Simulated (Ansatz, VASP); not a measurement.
**LiCl: VASP beside Ansatz**

File INCAR:

```
SYSTEM = LiCl
ALGO = Normal
EDIFF = 1E-6
ENCUT = 520
GGA = PE
ISIF = 2
ISMEAR = -1
LASPH = .TRUE.
LCHARG = .FALSE.
LREAL = .FALSE.
LWAVE = .FALSE.
NBANDS = 18
NELM = 100
PREC = Accurate
SIGMA = 0.05
```

Contents of KPOINTS:

```
k-points
0
G
  8 8 4
  0 0 0
```

Contents of POSCAR:

```
LiCl
1.0
    3.8718367570      0.0000000000      0.0000000000
   -1.9359183785      3.3531089909      0.0000000000
    0.0000000000      0.0000000000      6.2712428867
Cl Li
2 2
Direct
    0.3333333333      0.6666666667      0.9989840000
    0.6666666667      0.3333333333      0.4989840000
    0.3333333333      0.6666666667      0.3760170000
    0.6666666667      0.3333333333      0.8760170000
```

input.yaml

```yaml
crystal:
  lattice:
    - [3.871836757, 0.0, 0.0]
    - [-1.9359183785, 3.3531089909, 0.0]
    - [0.0, 0.0, 6.2712428867]
  atoms:
    - { symbol: Cl, position: [0.3333333333, 0.6666666667, 0.998984] }
    - { symbol: Cl, position: [0.6666666667, 0.3333333333, 0.498984] }
    - { symbol: Li, position: [0.3333333333, 0.6666666667, 0.376017] }
    - { symbol: Li, position: [0.6666666667, 0.3333333333, 0.876017] }
hamiltonian:
  xc: pbe
  pseudopotentials: { kind: paw }
kpoints:
  mp_grid: { grid: [8, 8, 4] }
scf:
  occupations: { method: fermi_dirac, width: 0.05 }
output:
  forces: true
  stress: true
  eigenvalues: true
  write_density: true
  write_potential: true
  elf: true
  volumetric_format: npy
```

Measurements of this composition are mostly on another form, of space group No. 225.

Alike in both runs: task single point; functional PBE; k mesh 8 × 8 × 4; occupations fermi-dirac, width 0.05 eV; no spin polarisation.

|  | VASP | Ansatz |
| --- | --- | --- |
| version | VASP 6.6.1 | Ansatz 0.2.0 |
| potentials or method | VASP PAW PBE potentials, release 64 (Cl, Li_sv) | Ansatz PAW |
| plane-wave cutoff (eV) | 520 | 420 |
| valence electrons in the cell | 20 | 20 |

```csv
,VASP,Ansatz,Ansatz less VASP
gap on the k mesh at the Fermi level (eV),6.08,6.08,-0.006
least direct gap on the mesh (eV),6.08,6.08,-0.006
rms of the force components (eV/Å),0.010,0.010,0.0000
```

Atom by atom the forces differ by 0.000 eV/Å (rms over components).

 A k mesh can miss the band edges.
